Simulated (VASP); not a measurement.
# From VASP inputs to Ansatz: HgTe (zincblende)

INCAR

```
PREC = Accurate
ENCUT = 600
LASPH = .TRUE.
ISMEAR = -1
SIGMA = 0.02
EDIFF = 1E-7
LCHARG = .FALSE.
NSW = 40
EDIFFG = -5E-3
ISIF = 3
GGA = CA
NBANDS = 16
IBRION = 2
NELM = 120
LWAVE = .FALSE.
LREAL = .FALSE.
```

KPOINTS

```
KPOINTS created by Atomic Simulation Environment
0
Gamma
6 6 6
0 0 0
```

POSCAR

```
Hg Te
 1.0000000000000000
     0.0000000000000000    3.3260106980988229    3.3260106980988229
     3.3260106980988229    0.0000000000000000    3.3260106980988229
     3.3260106980988229    3.3260106980988229    0.0000000000000000
 Hg  Te
   1   1
Cartesian
  0.0000000000000000  0.0000000000000000 -0.0000000000000000
  1.6630053490494114  1.6630053490494114  1.6630053490494114
```

VASP ran with the recommended LDA PAW datasets (18 valence electrons in the cell).

Question: Write an Ansatz input for this cell and level of theory.

Answer: 

```yaml
crystal:
  lattice:
    - [0.0, 3.3260106981, 3.3260106981]
    - [3.3260106981, 0.0, 3.3260106981]
    - [3.3260106981, 3.3260106981, 0.0]
  atoms:
    - { symbol: Hg, position: [0.0, 0.0, 0.0] }
    - { symbol: Te, position: [0.25, 0.25, 0.25] }
kpoints:
  mp_grid: { grid: [6, 6, 6] }
hamiltonian:
  xc: lda
scf:
  occupations: { method: fermi_dirac, width: 0.02 }
relax:
  f_tol: 0.005
  cell: {}
```

Other inputs would serve too.

```csv
,VASP,Ansatz
relaxed cell vector lengths,"4.562, 4.562, 4.562 Å","4.553, 4.553, 4.553 Å"
relaxed cell volume,67.13 Å³,66.75 Å³
```

Each program uses its own PAW datasets. VASP's cell holds 18 valence electrons and Ansatz's 36. LDA means the Perdew–Zunger form with relativistic exchange in VASP and the Perdew–Wang form in Ansatz.
